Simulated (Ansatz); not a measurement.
# GaP: the cost of one run

Method: DFT PBE, scalar-relativistic, plane waves, PAW, in Ansatz 0.2.0.

2 further runs of the same task are left out: 2 set aside as unsound or not needed.

**1. The system as given**

It takes space group F-43m (No. 216, cubic). The conventional cell has a = 5.505 Å, b = 5.505 Å, c = 5.505 Å, α = 90.00°, β = 90.00°, γ = 90.00°. Ga (site symmetry -43m) is surrounded by 4 P at 2.38 Å. P (site symmetry -43m) is surrounded by 4 Ga at 2.38 Å.

Structure file:

```xyz
4
Lattice="0.0000 -2.7525 -2.7525 -2.7525 0.0000 -2.7525 2.7525 2.7525 -5.5051" Properties=species:S:1:pos:R:3 pbc="T T T"
Ga    0.0000    0.0000    0.0000
Ga    0.0000    0.0000   -5.5051
P     1.3763    1.3763   -6.8813
P    -1.3763   -1.3763   -6.8813
```

It is built from the cell relaxed beforehand with the same method (20.85 Å³/atom).

**2. Zero of the scan**

Input file input.yaml:

```yaml
crystal:
  lattice:
    - [0.0, -2.7525368121, -2.7525368121]
    - [-2.7525368121, 0.0, -2.7525368121]
    - [2.7525368121, 2.7525368121, -5.5050736242]
  atoms:
    - { symbol: Ga, position: [0.0, 0.0, 0.0] }
    - { symbol: Ga, position: [0.5, 0.5, 0.5] }
    - { symbol: P, position: [0.375, 0.375, 0.875] }
    - { symbol: P, position: [0.875, 0.875, 0.375] }
basis:
  ecutwfc: 420
kpoints:
  mp_grid: { grid: [12, 12, 8] }
hamiltonian:
  xc: pbe
scf:
  occupations: { method: gaussian, width: 0.05 }
output:
  forces: true
  stress: true
  eigenvalues: true
```

Started as:

```
$ ansatz run input.yaml --threads 2 --pin off --max-ram 5120MiB --backend cpu --events-out ev --progress --plain --runs-dir out
```

What time and memory should one allow on 2 threads of Intel Xeon Platinum 8259CL at 2.50GHz (Skylake/Cascade Lake), shared host?

About 22 s, with a peak of 0.74 GiB.
